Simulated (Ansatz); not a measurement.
## ¹¹⁵In nuclear quadrupole resonance in InSb under strain

Cell: a structure deposited in the COD, relaxed with PBE at fixed cell and then changed (z compressed by 3 %, ions relaxed).

```xyz
4
Lattice="5.3570 0.0000 0.0000 0.0000 5.7120 0.0000 0.0000 0.0000 2.9711" Properties=species:S:1:pos:R:3 pbc="T T T"
In    0.0000    0.0000    0.7216
In    2.6785    2.8560   -0.7216
Sb    2.6785    0.0000    2.2186
Sb    0.0000    2.8560    0.7525
```

Sites (sets of like atoms) are named by element and the number of their first atom in this list.

All values are calculated (Ansatz; DFT, PBE, plane waves and PAW, scalar-relativistic, 420 eV cutoff, Γ-centred 9×8×15 k-points, Fermi–Dirac smearing 0.05 eV), not measured.

¹¹⁵In: I = 9/2, Q = 772.0 mb (year-2017 value). Static lattice, zero field.

Task: At which frequencies do the ¹¹⁵In NQR lines lie?

Result: For I = 9/2 and η = 0 the lines are |C_Q|/24 times 1, 2, 3 and 4; η shifts the lowest up most. At large η the states mix, and weaker lines appear at sums of the main ones; lines under 5 % of the strongest are left out.

```csv
site,atoms,V_zz (10²¹ V/m²),C_Q (MHz),η,line frequencies (MHz)
In,"1, 2",-5.67,-106,0.84,"9.76, 11.5, 14.2, 16.6, 21.2"
```

Task: And for In-113 (I = 9/2, Q = 761.0 mb) on In?

Result: C_Q scales with Q to -104 MHz, with lines at 9.62, 11.3, 14.0, 16.4, 20.9 MHz.

The run finds no gap above 0.1 eV (a metal, or nearly one), so the gradients can move by 10 % or more with the k-mesh. Without spin–orbit coupling (the program notes it for In and Sb) the gradients can shift somewhat, as the gap is small. At this changed cell the PBE pressure is 17 GPa.
